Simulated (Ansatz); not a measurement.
# ZnSe (CsCl type): Wannier functions and tight-binding models, part 3 of 3

Aim: build maximally localised Wannier functions for ZnSe (CsCl type) from several sets of trial orbitals, and check spreads and centres, and how well the models interpolate the bands. Plan: PBE, anion s p, 6×6×6; PBE, anion s p, 4×4×4; PBE, anion s p, 8×8×8; PBE, anion p, 6×6×6; PBE, all s p, disentangled, 6×6×6; PBE, metal d and anion p, 6×6×6; PBE, metal d, 6×6×6; r2SCAN, anion s p, 6×6×6; r2SCAN, metal d and anion p, 6×6×6; r2SCAN, anion p, 6×6×6 (level, trial orbitals, Wannier mesh).

Ansatz 0.2.0; plane waves, PAW.

**9. r2SCAN, anion s p, 6×6×6**

input.yaml reads:

```yaml
crystal:
  lattice:
    - [3.3251530431, 0.0, 0.0]
    - [0.0, 3.3251530431, 0.0]
    - [0.0, 0.0, 3.3251530431]
  atoms:
    - { symbol: Zn, position: [0.0, 0.0, 0.0] }
    - { symbol: Se, position: [0.5, 0.5, 0.5] }
kpoints:
  mp_grid: { grid: [6, 6, 6] }
  band_path:
    path:
      - [[0.0, 0.0, 0.0], [3.590931392747e-51, 0.5, -5.589496429227e-86], [0.5, 0.5, 2.141466279937e-51], [0.0, 0.0, 0.0], [0.5, 0.5, 0.5], [3.590931392747e-51, 0.5, -5.589496429227e-86]]
      - [[0.5, 0.5, 0.5], [0.5, 0.5, 2.141466279937e-51]]
    npoints: 10
hamiltonian:
  xc: r2scan
scf:
  occupations: { method: fermi_dirac, width: 0.02 }
  n_extra_bands: 6
output:
  forces: false
  stress: false
  eigenvalues: true
  wannier:
    kmesh: [6, 6, 6]
    projections: [{ species: Se, l: s, shell: 4 }, { species: Se, l: p, shell: 4 }]
    minimise: true
    write_hr: true
    conv_tol: 1.0e-08
    max_iter: 3000
```

Command:

```sh
ansatz run input.yaml --threads 4 --pin off --max-ram 3686MiB --backend cpu --events-out ev --progress --plain --runs-dir out
```

Log (excerpt; [...] marks lines left out):

```text
Warning: RAYON_NUM_THREADS=4 ignored (pool sized by the plan → 4); use --threads N
scf.n_extra_bands = 6 over 14 filled bands (N_el = 28.0): the run solves 20 bands
[...]
Pseudopotentials: kind: paw
Pseudopotential: Zn, paw, valence charge 12, recommended cutoff 500 eV (meta_gga), Zn.paw.azcp
Pseudopotential: Se, paw, valence charge 16, recommended cutoff 500 eV (meta_gga), Se.paw.azcp
Functional definition: r2SCAN
[...]
Crystal: 2 atoms, lattice volume = 36.765 Å³
[...]
Fermi energy:    10.278532 eV
[...]
--- Band table (eV; the first three rows and the last of 20) ---
  k-point 0: bands = ["-38.2631", "-38.2631", "-38.2607", "-38.2607", "-38.2607", "-4.8512", "2.9121", "2.9121", "3.1937", "3.1937", "3.1937", "9.0358", "9.0358", "9.0358", "9.5992", "16.6437", "16.6437", "22.3168", "22.3168", "22.3168"]
[...]
Wannier search: line search 1 of at most 3000: gauge-dependent spread (as the search counts it) 1.7940808 Å², largest recent change 2.5e-1 Å² and fall left 7.5e-4 Å² against conv_tol 1.0e-8 Å², 0 stops escaped
```

It took 2.6 s on 4 threads of Arm Neoverse V2, shared host; peak memory 0.42 GiB.

wannier.win names the bands that the functions span: 6, combinations of 12-15 (counted from 1; 14 are filled by count, though the bands overlap). Combinations are drawn from entangled bands, so such a model needn't follow any one band.

The head of wannier.spreads.toml:

```toml
omega_i_ang2 = 9.313078093777463
omega_d_ang2 = 0.0012714441451339778
omega_od_ang2 = 1.074302804658858
omega_total_ang2 = 10.388652342581455
least_projectability = 0.41616073975573953
b_vectors_match_mmn = true
n_iter = 49
converged = true
rejected_fitted_steps = 0
```

The functions (centres in Å, on-site energies from the highest level of the last filled band):

```csv
n,x,y,z,spread (Å²),on-site (eV),nearest atoms,distance (Å)
1,1.373,1.373,1.372,2.502,-6.540,Se2,0.50
2,1.581,1.581,2.126,2.629,-5.941,Se2,0.48
3,2.126,1.581,1.581,2.629,-5.941,Se2,0.48
4,1.581,2.126,1.581,2.629,-5.940,Se2,0.48
```

Along the path each interpolated band stays within 0.01, 0.39, 0.11, 0.01 eV of the nearest computed level, from the lowest band up.

**10. r2SCAN, metal d and anion p, 6×6×6**

Edit input.yaml of step 9 so:

```diff
@@ -26,3 +26,3 @@
     kmesh: [6, 6, 6]
-    projections: [{ species: Se, l: s, shell: 4 }, { species: Se, l: p, shell: 4 }]
+    projections: [{ species: Zn, l: d, shell: 3 }, { species: Se, l: p, shell: 4 }]
     minimise: true
```

Command:

```sh
ansatz run input.yaml --threads 4 --pin off --max-ram 3686MiB --backend cpu --events-out ev --progress --plain --runs-dir out
```

Log (excerpt; [...] marks lines left out):

```text
Warning: RAYON_NUM_THREADS=4 ignored (pool sized by the plan → 4); use --threads N
scf.n_extra_bands = 6 over 14 filled bands (N_el = 28.0): the run solves 20 bands
[...]
[... 4 set-up lines as earlier in the session ...]
[...]
Crystal: 2 atoms, lattice volume = 36.765 Å³
[...]
Fermi energy:    10.278532 eV
[...]
--- Band table (eV; the first three rows and the last of 20) ---
  k-point 0: bands = ["-38.2631", "-38.2631", "-38.2607", "-38.2607", "-38.2607", "-4.8512", "2.9121", "2.9121", "3.1937", "3.1937", "3.1937", "9.0358", "9.0358", "9.0358", "9.5992", "16.6437", "16.6437", "22.3168", "22.3168", "22.3168"]
[...]
Wannier search: line search 1 of at most 3000: gauge-dependent spread (as the search counts it) 0.2401199 Å², largest recent change 1.8e-2 Å² and fall left 1.1e-5 Å² against conv_tol 1.0e-8 Å², 0 stops escaped
```

Wall time 2.9 s (4 threads of Arm Neoverse V2, shared host); peak memory 0.44 GiB.

wannier.win names the bands that the functions span: 7-11, combinations of 12-15 (counted from 1; 14 are filled by count, though the bands overlap). Combinations are drawn from entangled bands, so such a model needn't follow any one band.

The head of wannier.spreads.toml:

```toml
omega_i_ang2 = 8.97880847471069
omega_d_ang2 = 0.0000000000000000000000000015235201364749905
omega_od_ang2 = 0.2400919435435092
omega_total_ang2 = 9.218900418254199
least_projectability = 0.7052665532498716
b_vectors_match_mmn = true
n_iter = 8
converged = true
rejected_fitted_steps = 0
```

The functions (centres in Å, on-site energies from the highest level of the last filled band):

```csv
n,x,y,z,spread (Å²),on-site (eV),nearest atoms,distance (Å)
1,0.000,0.000,0.000,0.329,-7.612,Zn1,0.00
2,0.000,0.000,0.000,0.370,-7.525,Zn1,0.00
3,0.000,0.000,0.000,0.370,-7.525,Zn1,0.00
4,0.000,0.000,0.000,0.329,-7.612,Zn1,0.00
5,0.000,0.000,0.000,0.370,-7.525,Zn1,0.00
6,1.663,1.663,1.663,2.483,-3.686,Se2,0.00
7,1.663,1.663,1.663,2.483,-3.685,Se2,0.00
8,1.663,1.663,1.663,2.483,-3.685,Se2,0.00
```

Along the path each interpolated band stays within 0.02, 0.00, 0.00, 0.00, 0.00, 0.44, 0.10, 0.01 eV of the nearest computed level, from the lowest band up.

**11. r2SCAN, anion p, 6×6×6**

Edit input.yaml of step 10 so:

```diff
@@ -26,3 +26,3 @@
     kmesh: [6, 6, 6]
-    projections: [{ species: Zn, l: d, shell: 3 }, { species: Se, l: p, shell: 4 }]
+    projections: [{ species: Se, l: p, shell: 4 }]
     minimise: true
```

Command:

```sh
ansatz run input.yaml --threads 4 --pin off --max-ram 3686MiB --backend cpu --events-out ev --progress --plain --runs-dir out
```

Log (excerpt; [...] marks lines left out):

```text
Warning: RAYON_NUM_THREADS=4 ignored (pool sized by the plan → 4); use --threads N
scf.n_extra_bands = 6 over 14 filled bands (N_el = 28.0): the run solves 20 bands
[...]
[... 4 set-up lines as earlier in the session ...]
[...]
Crystal: 2 atoms, lattice volume = 36.765 Å³
[...]
Fermi energy:    10.278532 eV
[...]
--- Band table (eV; the first three rows and the last of 20) ---
  k-point 0: bands = ["-38.2631", "-38.2631", "-38.2607", "-38.2607", "-38.2607", "-4.8512", "2.9121", "2.9121", "3.1937", "3.1937", "3.1937", "9.0358", "9.0358", "9.0358", "9.5992", "16.6437", "16.6437", "22.3168", "22.3168", "22.3168"]
[...]
Wannier search: line search 1 of at most 3000: gauge-dependent spread (as the search counts it) 0.0662706 Å², largest recent change 4.6e-4 Å² and fall left 1.3e-7 Å² against conv_tol 1.0e-8 Å², 0 stops escaped
```

It took 2.4 s on 4 threads of Arm Neoverse V2, shared host; peak memory 0.38 GiB.

wannier.win names the bands that the functions span: combinations of 12-15 (counted from 1; 14 are filled by count, though the bands overlap). Combinations are drawn from entangled bands, so such a model needn't follow any one band.

The head of wannier.spreads.toml:

```toml
omega_i_ang2 = 9.838713496480104
omega_d_ang2 = 0.0000000000000000000000000014444965275366571
omega_od_ang2 = 0.06627043766175462
omega_total_ang2 = 9.904983934141859
least_projectability = 0.4161607397513241
b_vectors_match_mmn = true
n_iter = 7
converged = true
rejected_fitted_steps = 0
```

The functions (centres in Å, on-site energies from the highest level of the last filled band):

```csv
n,x,y,z,spread (Å²),on-site (eV),nearest atoms,distance (Å)
1,1.663,1.663,1.663,3.302,-3.459,Se2,0.00
2,1.663,1.663,1.663,3.302,-3.459,Se2,0.00
3,1.663,1.663,1.663,3.302,-3.459,Se2,0.00
```

Along the path each interpolated band stays within 0.44, 0.11, 0.01 eV of the nearest computed level, from the lowest band up.

**12. Comparison**

```csv
run,functions,total spread (Å²),invariant part (Å²),mean spread (Å²),largest miss of a band (eV),time
"PBE, anion s p, 6×6×6",4,11.065,9.981,2.766,0.47,1.4 s
"PBE, anion s p, 4×4×4",4,9.609,8.543,2.402,0.65,1 s
"PBE, anion s p, 8×8×8",4,11.843,10.760,2.961,0.47,2 s
"PBE, anion p, 6×6×6",3,10.514,10.434,3.505,0.55,1.2 s
"PBE, all s p, disentangled, 6×6×6",8,17.198,14.309,2.150,0.87,2.2 s
"PBE, metal d and anion p, 6×6×6",8,9.490,9.213,1.186,0.54,1.6 s
"PBE, metal d, 6×6×6",5,4.101,4.024,0.820,0.20,0.97 s
"r2SCAN, anion s p, 6×6×6",4,10.389,9.313,2.597,0.39,2.6 s
"r2SCAN, metal d and anion p, 6×6×6",8,9.219,8.979,1.152,0.44,2.9 s
"r2SCAN, anion p, 6×6×6",3,9.905,9.839,3.302,0.44,2.4 s
```

**13. What came out**

This closing draws on all 3 parts.

```
                                        quantity                                 value
             total spread, PBE, anion s p, 6×6×6             11.06 Å² over 4 functions
             total spread, PBE, anion s p, 4×4×4              9.61 Å² over 4 functions
             total spread, PBE, anion s p, 8×8×8             11.84 Å² over 4 functions
               total spread, PBE, anion p, 6×6×6             10.51 Å² over 3 functions
 total spread, PBE, all s p, disentangled, 6×6×6             17.20 Å² over 8 functions
   total spread, PBE, metal d and anion p, 6×6×6              9.49 Å² over 8 functions
               total spread, PBE, metal d, 6×6×6              4.10 Å² over 5 functions
          total spread, r2SCAN, anion s p, 6×6×6             10.39 Å² over 4 functions
total spread, r2SCAN, metal d and anion p, 6×6×6              9.22 Å² over 8 functions
            total spread, r2SCAN, anion p, 6×6×6              9.90 Å² over 3 functions
                        centres of the first set  0.47 to 0.50 Å from the nearest atom
```

**Reading.** With PBE, anion s p, 6×6×6 the 4 functions move off the atoms, with a mean spread of 2.77 Å²; 90 % of the total is gauge invariant. The total spread goes from 9.61 Å² on 4×4×4 to 11.84 Å² on 8×8×8: finite differences in k understate it on coarse meshes, while the largest miss of a band goes from 0.65 to 0.47 eV. On one set and mesh the functional gives 11.06 (PBE), 10.39 (r2SCAN) Å². The disentangled models miss some band by up to 0.9 eV, which may lie outside their frozen windows.
